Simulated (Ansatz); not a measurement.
**Sm (fcc)**

Method: PBE, scalar-relativistic; collinear spin; PAW, 420 eV, Γ-centred 14×14×14 mesh, 0.05 eV Gaussian smearing; code Ansatz; PAW files: Ansatz's generated set soft_2.

```cif
data_structure
_symmetry_space_group_name_H-M 'Fm-3m'
_symmetry_Int_Tables_number 225
_cell_length_a 5.3697
_cell_length_b 5.3697
_cell_length_c 5.3697
_cell_angle_alpha 90.000
_cell_angle_beta 90.000
_cell_angle_gamma 90.000
_cell_volume 154.83
loop_
_atom_site_label
_atom_site_type_symbol
_atom_site_symmetry_multiplicity
_atom_site_Wyckoff_symbol
_atom_site_fract_x
_atom_site_fract_y
_atom_site_fract_z
_atom_site_occupancy
Sm1 Sm 4 a 0.00000 0.00000 0.00000 1
```

At room temperature and ambient pressure Sm takes another structure.

Magnetic state: ferromagnetic, site spin moments Sm 6.17 μB.

Q: Which orbitals carry the states at the Fermi level, and how many states are there?

A: Within 0.1 eV of it: Sm 4f 89 %, Sm 5d 9 % (shares among the projected shells). The Fermi level sits on a steep edge: the density of states is 10.6, 9.2 and 4.1 states/eV per cell at −0.1, 0 and +0.1 eV.

Density of states (tetrahedra, averaged over 0.4 eV; states/eV per cell of 1 atom; energy in eV from the Fermi level; projections on Löwdin-orthogonalised atomic orbitals, summed over sites):

```tsv
E	total	Sm 4f up	Sm 4f down	Sm 5d up	Sm 5d down	Sm 6s
-4.45	0.0	0.0	0.0	0.0	0.0	0.0
-4.05	0.0	0.0	0.0	0.0	0.0	0.0
-3.65	0.1	0.0	0.0	0.0	0.0	0.1
-3.25	0.1	0.0	0.0	0.0	0.0	0.1
-2.85	0.2	0.0	0.0	0.0	0.0	0.1
-2.45	0.2	0.0	0.0	0.1	0.0	0.2
-2.05	0.4	0.0	0.0	0.1	0.0	0.2
-1.65	0.6	0.0	0.0	0.3	0.0	0.2
-1.25	0.8	0.1	0.0	0.5	0.1	0.2
-0.85	1.0	0.2	0.0	0.5	0.2	0.2
-0.45	11.0	9.3	0.0	1.0	0.4	0.2
-0.05	7.9	6.9	0.0	0.4	0.5	0.1
0.35	1.8	0.6	0.0	0.5	0.5	0.1
0.75	1.8	0.2	0.0	0.8	0.6	0.1
1.15	2.0	0.1	0.0	0.8	0.8	0.1
1.55	1.6	0.0	0.1	0.6	0.7	0.1
1.95	1.9	0.0	0.1	0.7	0.9	0.1
2.35	1.4	0.0	0.2	0.6	0.6	0.1
2.75	1.2	0.0	0.1	0.6	0.4	0.0
3.15	2.9	0.0	1.1	0.7	1.0	0.1
3.55	10.8	0.0	9.5	0.5	0.7	0.1
3.95	5.9	0.0	5.0	0.4	0.3	0.0
4.35	1.7	0.0	0.7	0.5	0.4	0.0
4.75	1.6	0.0	0.3	0.6	0.6	0.0
5.15	1.4	0.0	0.1	0.8	0.4	0.1
5.55	1.3	0.0	0.1	0.6	0.4	0.1
5.95	1.4	0.0	0.0	0.4	0.5	0.3
```

Scalar-relativistic only: spin–orbit splittings of the heavy atoms' levels are missing. The run wasn't fully tested for a lower electronic state. Site moments are of spin, integrated over atomic spheres. Real Sm metal is trivalent (4f⁵); functionals without U can leave it nearly divalent and too large.

The open shells may stand above their lowest state, and forces and pressures are less sure for it.
